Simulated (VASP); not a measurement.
Crystal: Mg2Ge.

```
Ge Mg
1.0
     0.00000    3.18900    3.18900
     3.18900    0.00000    3.18900
     3.18900    3.18900    0.00000
Ge Mg
1 2
Direct
  0.00000 0.00000 0.00000
  0.75000 0.75000 0.75000
  0.25000 0.25000 0.25000
```

Base run:

```yaml
Program: VASP 6.6.1
Functional: PBE
Potentials_or_basis: VASP PAW PBE potentials, release 64 (Ge_d, Mg)
Cutoff: 520 eV
k_mesh: 8 × 8 × 8
Occupations: gaussian, width 0.02 eV
Spin: no spin polarisation
```

Its results: band gap on the k mesh 0.14 eV, indirect (least direct gap 1.06 eV).

**Question.** The run is repeated on the same cell with these changes: k mesh from 8 × 8 × 8 to 3 × 3 × 3. What comes out?

**Answer.** Band gap on the k mesh 0.79 eV, indirect (least direct gap 1.04 eV).

Caveats: some runs use coarse meshes; an odd mesh through Γ misses points on the zone boundary, where band edges often lie (some runs).
